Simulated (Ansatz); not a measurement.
# Dielectric response of InP (110) films, part 2 of 3

Aim: the electronic and static ε of zincblende InP (110) from films of three thicknesses in a field.

Ansatz 0.2.0; plane-wave DFT, PBEsol, Ansatz PAW.

So far, local ε in the middle: step 6 (response with the atoms held, 10 atoms, units 5) 11.8; step 9 (ions relaxed) 12.5.

## Step 11: Single point on the relaxed film, 16 atoms, units 8

The input, input.yaml:

```yaml
crystal:
  lattice:
    - [4.15071681, 0.0, 0.0]
    - [0.0, 5.87, 0.0]
    - [0.0, 0.0, 32.5275088195]
  atoms:
    - { symbol: In, position: [0.5, 0.5580099136, 0.2901515724] }
    - { symbol: P, position: [0.0, 0.7672958047, 0.2688624835] }
    - { symbol: In, position: [0.0, -0.0148052639, 0.3370047676] }
    - { symbol: P, position: [0.5, 0.235630262, 0.3410429637] }
    - { symbol: In, position: [0.5, 0.4884037385, 0.4053340621] }
    - { symbol: P, position: [0.0, 0.7406917525, 0.402825752] }
    - { symbol: In, position: [0.0, -0.0128674357, 0.4670689353] }
    - { symbol: P, position: [0.5, 0.2376411376, 0.4688076213] }
    - { symbol: In, position: [0.5, 0.4871325514, 0.532931069] }
    - { symbol: P, position: [0.0, 0.7376411387, 0.5311923766] }
    - { symbol: In, position: [0.0, -0.0115962193, 0.5946659394] }
    - { symbol: P, position: [0.5, 0.2406917676, 0.5971742466] }
    - { symbol: In, position: [0.5, 0.4851947435, 0.6629952377] }
    - { symbol: P, position: [0.0, 0.7356302781, 0.6589570302] }
    - { symbol: In, position: [0.0, 0.0580099856, 0.7098484221] }
    - { symbol: P, position: [0.5, 0.2672958452, 0.7311375205] }
kpoints:
  mp_grid: { grid: [8, 6, 1] }
hamiltonian:
  xc: pbesol
scf:
  occupations: { method: fermi_dirac, width: 0.03 }
  convergence: { dr2_threshold: 1.0e-09 }
efield:
  axis: 3
  dipole_correction: true
  ramp_position: 0.97
  ramp_width: 0.06
output:
  eigenvalues: true
  write_potential: true
  write_density: true
  volumetric_format: npy
  elf: true
```

Run with:

```sh
$ ansatz run input.yaml --threads 4 --pin off --max-ram 12288MiB --backend cpu --events-out ev --progress --plain --runs-dir out
```

Elapsed: 73 s, on 4 threads of Arm Neoverse V1, shared host; peak memory 2.5 GiB.

The gap is 0.97 eV.

## Step 12: Atoms held, 16 atoms, units 8, field 0.1 V/Å

input.yaml: that of step 11 with these lines changed.

```diff
@@ -28,3 +28,3 @@
   occupations: { method: fermi_dirac, width: 0.03 }
-  convergence: { dr2_threshold: 1.0e-09 }
+  convergence: { dr2_threshold: 1.0e-10 }
 efield:
@@ -34,4 +34,4 @@
   ramp_width: 0.06
+  amplitude: 0.1
 output:
-  eigenvalues: true
   write_potential: true
@@ -39,2 +39 @@
   volumetric_format: npy
-  elf: true
```

Elapsed: 82 s, on 4 threads; peak memory 2.5 GiB.

The dipole is 0.212 e·Å, and the gap on the mesh 0.954 eV.

## Step 13: Atoms held, 16 atoms, units 8, field -0.1 V/Å

input.yaml: that of step 12 with these lines changed.

```diff
@@ -34,3 +34,3 @@
   ramp_width: 0.06
-  amplitude: 0.1
+  amplitude: -0.1
 output:
```

Run time: 85 s. Hardware: 4 threads; peak memory 2.5 GiB; 5.5 min of CPU time.

The dipole is -0.212 e·Å, and the gap on the mesh 0.954 eV.

## Step 14: Response with the atoms held, 16 atoms, units 8

This step: plane-wave DFT, PBEsol, Ansatz PAW; response to a field along the normal, atoms held (Ansatz 0.2.0).

Local field over the applied field, running mean. From the potentials at -0.1 and 0.1 V/Å; running mean over 2.075 Å, taken twice. Table of local field over applied field by z:

```
z (Å)  local field over applied field
    4                           0.999
    5                           0.990
    6                           0.936
    7                           0.754
    8                           0.451
    9                           0.189
   10                          0.0831
   11                          0.0795
   12                          0.0872
   13                          0.0858
   14                          0.0855
   15                          0.0877
   16                          0.0890
   17                          0.0887
   18                          0.0867
   19                          0.0851
   20                          0.0867
   21                          0.0850
   22                          0.0761
   23                           0.113
   24                           0.296
   25                           0.602
   26                           0.859
   27                           0.972
   28                           0.996
```

The induced dipole is that of a conductor 15.74 Å thick.

## Step 15: Relaxing the film, 24 atoms, units 12

This step: plane-wave DFT, PBEsol, Ansatz PAW (Ansatz 0.2.0).

System of this step: InP (110), 12 units. The cell holds 24 atoms: 12 In and 12 P. Its edges and angles: a = 4.151 Å, b = 5.870 Å, c = 40.829 Å, α = 90.0°, β = 90.0°, γ = 90.0°. It derives from InP (zincblende InP). Vacuum lies along c.

The input, input.yaml:

```yaml
crystal:
  lattice:
    - [4.15071681, 0.0, 0.0]
    - [0.0, 5.87, 0.0]
    - [0.0, 0.0, 40.8289424306]
  atoms:
    - { symbol: In, position: [0.5, 0.5, 0.2204318668] }
    - { symbol: P, position: [0.0, 0.75, 0.2204318668] }
    - { symbol: In, position: [0.0, 0.0, 0.2712624365] }
    - { symbol: P, position: [0.5, 0.25, 0.2712624365] }
    - { symbol: In, position: [0.5, 0.5, 0.3220930062] }
    - { symbol: P, position: [0.0, 0.75, 0.3220930062] }
    - { symbol: In, position: [0.0, 0.0, 0.3729235758] }
    - { symbol: P, position: [0.5, 0.25, 0.3729235758] }
    - { symbol: In, position: [0.5, 0.5, 0.4237541455] }
    - { symbol: P, position: [0.0, 0.75, 0.4237541455] }
    - { symbol: In, position: [0.0, 0.0, 0.4745847152] }
    - { symbol: P, position: [0.5, 0.25, 0.4745847152] }
    - { symbol: In, position: [0.5, 0.5, 0.5254152848] }
    - { symbol: P, position: [0.0, 0.75, 0.5254152848] }
    - { symbol: In, position: [0.0, 0.0, 0.5762458545] }
    - { symbol: P, position: [0.5, 0.25, 0.5762458545] }
    - { symbol: In, position: [0.5, 0.5, 0.6270764242] }
    - { symbol: P, position: [0.0, 0.75, 0.6270764242] }
    - { symbol: In, position: [0.0, 0.0, 0.6779069938] }
    - { symbol: P, position: [0.5, 0.25, 0.6779069938] }
    - { symbol: In, position: [0.5, 0.5, 0.7287375635] }
    - { symbol: P, position: [0.0, 0.75, 0.7287375635] }
    - { symbol: In, position: [0.0, 0.0, 0.7795681332] }
    - { symbol: P, position: [0.5, 0.25, 0.7795681332] }
kpoints:
  mp_grid: { grid: [8, 6, 1] }
hamiltonian:
  xc: pbesol
scf:
  occupations: { method: fermi_dirac, width: 0.03 }
  convergence: { dr2_threshold: 1.0e-09 }
efield:
  axis: 3
  dipole_correction: true
  ramp_position: 0.97
  ramp_width: 0.06
relax:
  f_tol: 0.003
  max_steps: 100
output:
  write_potential: true
  write_density: true
  volumetric_format: npy
```

Elapsed: 10 min, on 4 threads; peak memory 3.6 GiB; 40 min of CPU time.

Step by step:

```
step  energy less that of the first step (eV)  largest force component (eV/Å)
   1                                   0.0000                          1.1263
   2                                  -0.7943                          0.8101
   3                                  -1.1614                          0.3192
   4                                  -1.2442                          0.0619
   5                                  -1.2461                          0.0157
   6                                  -1.2462                          0.0024
```

The run keeps the 2 symmetry operations that it works with, so distortions that break them were not tested.

The atoms that moved most (Å):

```
atom     dx      dy      dz  length
 In1  0.000   0.364   0.425   0.560
In23  0.000   0.364  -0.425   0.560
  P2  0.000   0.127  -0.264   0.292
 P24  0.000   0.127   0.264   0.292
In21  0.000  -0.065   0.120   0.137
 In3  0.000  -0.065  -0.120   0.137
In17  0.000  -0.055   0.035   0.065
 In7  0.000  -0.055  -0.035   0.065
```

Running mean over 2.075 Å of the planar mean; the ramp of the sawtooth is left out. Electron's electrostatic potential energy less the Fermi level against z:

```
z (Å)  electron's electrostatic potential energy less the Fermi level (eV)
    4                                                                 4.74
    5                                                                 4.74
    6                                                                 4.71
    7                                                                 4.23
    8                                                                0.622
    9                                                                -3.19
   10                                                                -4.70
   11                                                                -4.58
   12                                                                -3.78
   13                                                                -3.86
   14                                                                -3.95
   15                                                                -3.98
   16                                                                -3.92
   17                                                                -3.93
   18                                                                -3.95
   19                                                                -3.96
   20                                                                -3.93
   21                                                                -3.94
   22                                                                -3.96
   23                                                                -3.95
   24                                                                -3.92
   25                                                                -3.92
   26                                                                -3.99
   27                                                                -3.95
   28                                                                -3.82
   29                                                                -3.82
   30                                                                -4.82
   31                                                                -4.49
   32                                                                -2.75
   33                                                                 1.48
   34                                                                 4.43
   35                                                                 4.72
   36                                                                 4.74
   37                                                                 4.74
```

The relaxation took 6 steps and lowered the energy by 1.2 eV; the largest force on the free atoms ends at 0.0024 eV/Å.

The gap is 0.84 eV.

## Step 16: The series together

Times are for 4 threads of Arm Neoverse V1, shared host. The runs compared:

```
no.  units  gap by band count (eV)     time  memory (GiB)
  1      5                  0.9890  2.3 min           1.4
  2      8                  0.9656  5.3 min           2.2
  3     12                  0.8438   10 min           3.6
```

The valence density, planar mean (5) oscillates, so the rows of the table below give means over windows of 1 Å about each position, cut where the curve ends. Its maxima inside the range that stand out by 2 % of the span (Å: e/Å³): 9.4: 0.581, 11.0: 0.608, 13.2: 0.601, 15.3: 0.608, 16.9: 0.581. Its minima: 10.2: 0.253, 12.1: 0.164, 14.2: 0.164, 16.1: 0.253.

The runs together. Valence density, planar mean against z; means over each step:

```
z (Å)  5 (e/Å³)  8 (e/Å³)  12 (e/Å³)
    5    3.4e-5    3.6e-5     3.6e-5
    6    5.5e-4    5.8e-4     6.0e-4
    7   0.00925   0.00980     0.0100
    8    0.0901    0.0916     0.0930
    9     0.383     0.380      0.386
   10     0.360     0.369      0.366
   11     0.501     0.498      0.497
   12     0.212     0.208      0.209
   13     0.477     0.471      0.473
   14     0.236     0.251      0.247
   15     0.443     0.468      0.468
   16     0.349     0.251      0.252
   17     0.470     0.427      0.437
   18     0.141     0.297      0.286
   19    0.0208     0.420      0.415
   20   0.00129     0.301      0.310
   21    7.8e-5     0.339      0.377
   22    4.8e-6     0.418      0.347
   23         0     0.471      0.353
   24         0     0.198      0.373
   25         0    0.0376      0.308
   26         0   0.00354      0.504
```

## Step 17: The relaxed film, single point, 24 atoms, units 12

The input, input.yaml:

```yaml
crystal:
  lattice:
    - [4.15071681, 0.0, 0.0]
    - [0.0, 5.87, 0.0]
    - [0.0, 0.0, 40.8289424306]
  atoms:
    - { symbol: In, position: [0.5, 0.5620878105, 0.2308500076] }
    - { symbol: P, position: [0.0, 0.7715790402, 0.2139778783] }
    - { symbol: In, position: [0.0, -0.0110080556, 0.2683137106] }
    - { symbol: P, position: [0.5, 0.2395557965, 0.2713648968] }
    - { symbol: In, position: [0.5, 0.4924082557, 0.3225404946] }
    - { symbol: P, position: [0.0, 0.7447555066, 0.3207795241] }
    - { symbol: In, position: [0.0, -0.0094138735, 0.3720759269] }
    - { symbol: P, position: [0.5, 0.2411927784, 0.3730434218] }
    - { symbol: In, position: [0.5, 0.4922554448, 0.4238417202] }
    - { symbol: P, position: [0.0, 0.7426112278, 0.4233280743] }
    - { symbol: In, position: [0.0, -0.0082080163, 0.4743273188] }
    - { symbol: P, position: [0.5, 0.2421843962, 0.4746937094] }
    - { symbol: In, position: [0.5, 0.4917919702, 0.5256726768] }
    - { symbol: P, position: [0.0, 0.7421843913, 0.5253062876] }
    - { symbol: In, position: [0.0, -0.007744588, 0.5761582787] }
    - { symbol: P, position: [0.5, 0.2426112087, 0.5766719229] }
    - { symbol: In, position: [0.5, 0.4905860694, 0.6279240738] }
    - { symbol: P, position: [0.0, 0.7411927439, 0.6269565767] }
    - { symbol: In, position: [0.0, -0.0075918041, 0.6774595104] }
    - { symbol: P, position: [0.5, 0.2447554527, 0.6792204736] }
    - { symbol: In, position: [0.5, 0.4889918601, 0.7316862971] }
    - { symbol: P, position: [0.0, 0.7395557122, 0.7286350994] }
    - { symbol: In, position: [0.0, 0.0620877258, 0.7691499939] }
    - { symbol: P, position: [0.5, 0.2715789464, 0.7860221256] }
kpoints:
  mp_grid: { grid: [8, 6, 1] }
hamiltonian:
  xc: pbesol
scf:
  occupations: { method: fermi_dirac, width: 0.03 }
  convergence: { dr2_threshold: 1.0e-09 }
efield:
  axis: 3
  dipole_correction: true
  ramp_position: 0.97
  ramp_width: 0.06
output:
  eigenvalues: true
  dos: { projected: true, e_range: [-7, 7] }
  write_potential: true
  write_density: true
  volumetric_format: npy
checkpoint:
  write: end12.run
  compress: false
  write_wavefunctions: false
```

The job ended after 2.6 min (4 threads; peak memory 4.2 GiB).

Running mean over 2.075 Å of the planar mean; the ramp of the sawtooth is left out. Electron's electrostatic potential energy less the Fermi level against z:

(Unchanged from step 15.)

The gap is 0.84 eV.

## Step 18: Single point, 24 atoms, units 12, field 0.1 V/Å

input.yaml: that of step 17 with these lines changed.

```diff
@@ -36,3 +36,3 @@
   occupations: { method: fermi_dirac, width: 0.03 }
-  convergence: { dr2_threshold: 1.0e-09 }
+  convergence: { dr2_threshold: 1.0e-10 }
 efield:
@@ -42,5 +42,4 @@
   ramp_width: 0.06
+  amplitude: 0.1
 output:
-  eigenvalues: true
-  dos: { projected: true, e_range: [-7, 7] }
   write_potential: true
@@ -48,5 +47 @@
   volumetric_format: npy
-checkpoint:
-  write: end12.run
-  compress: false
-  write_wavefunctions: false
```

The job ended after 3.1 min (4 threads; peak memory 4.2 GiB).

The dipole is 0.314 e·Å, and the gap on the mesh 0.802 eV.

## Step 19: Single point, 24 atoms, units 12, field -0.1 V/Å

input.yaml: that of step 18 with these lines changed.

```diff
@@ -42,3 +42,3 @@
   ramp_width: 0.06
-  amplitude: 0.1
+  amplitude: -0.1
 output:
```

Run time: 3 min. Hardware: 4 threads; peak memory 4.2 GiB; 12 min of CPU time.

The dipole is -0.314 e·Å, and the gap on the mesh 0.802 eV.

## Step 20: Response with the atoms held, 24 atoms, units 12

This step: plane-wave DFT, PBEsol, Ansatz PAW; response to a field along the normal, atoms held (Ansatz 0.2.0).

Local field over the applied field, running mean. From the potentials at -0.1 and 0.1 V/Å; running mean over 2.075 Å, taken twice. The local field over applied field by z:

```
z (Å)  local field over applied field
    4                           0.999
    5                           0.990
    6                           0.935
    7                           0.751
    8                           0.448
    9                           0.187
   10                          0.0825
   11                          0.0793
   12                          0.0867
   13                          0.0852
   14                          0.0850
   15                          0.0871
   16                          0.0880
   17                          0.0877
   18                          0.0875
   19                          0.0875
   20                          0.0875
   21                          0.0875
   22                          0.0875
   23                          0.0875
   24                          0.0877
   25                          0.0880
   26                          0.0868
   27                          0.0847
   28                          0.0856
   29                          0.0864
   30                          0.0776
   31                          0.0898
   32                           0.221
   33                           0.502
   34                           0.794
   35                           0.951
   36                           0.993
```

The induced dipole is that of a conductor 23.34 Å thick.

## Step 21: Field on, atoms free, 24 atoms, units 12, field 0.05 V/Å

This step: plane-wave DFT, PBEsol, Ansatz PAW (Ansatz 0.2.0).

The same pair of relaxations in the field for this thickness.

input.yaml: that of step 19 with these lines changed.

```diff
@@ -42,3 +42,6 @@
   ramp_width: 0.06
-  amplitude: -0.1
+  amplitude: 0.05
+relax:
+  f_tol: 0.0006
+  max_steps: 70
 output:
```

It took 5.5 min on 4 threads; peak memory 3.5 GiB; 22 min of CPU time.

No atom moved by 0.005 Å in the relaxation.

The relaxation took 3 steps and lowered the energy by 7.6e-5 eV; the largest force on the free atoms ends at 4.7e-4 eV/Å.

The dipole is 0.160 e·Å, and the gap on the mesh 0.835 eV.

## Step 22: Field on, atoms free, 24 atoms, units 12, field -0.05 V/Å

input.yaml: that of step 21 with these lines changed.

```diff
@@ -42,3 +42,3 @@
   ramp_width: 0.06
-  amplitude: 0.05
+  amplitude: -0.05
 relax:
```

It took 5.5 min on 4 threads; peak memory 3.5 GiB; 22 min of CPU time.

No atom moved by 0.005 Å in the relaxation.

The relaxation took 3 steps and lowered the energy by 7.6e-5 eV; the largest force on the free atoms ends at 4.7e-4 eV/Å.

The dipole is -0.160 e·Å, and the gap on the mesh 0.835 eV.

## Step 23: Response with the atoms relaxed, 24 atoms, units 12

This step: plane-wave DFT, PBEsol, Ansatz PAW; response to a field along the normal, atoms relaxed (Ansatz 0.2.0).

Numbers from this step:

* equivalent conductor thickness p/(ε₀AE): 23.77 Å
* inner field over outer field: 0.07140
* local ε in the middle: 14.01

[end of part 2 of 3]

[Logs are printed without paths, hosts, clocks, repeated set-up lines and the standing remarks that a program may print on its own settings, such as how far it seeks lower states.]

[Hosts, paths, dates, database ids (printed as entryN), source tags and the programs' standing remarks are cut or masked in the printed files.]

[Maps of the electrostatic potential energy from Ansatz leave out the sawtooth potential of an applied field or a dipole correction, so their vacuum need not be flat; planar profiles and work functions include it.]
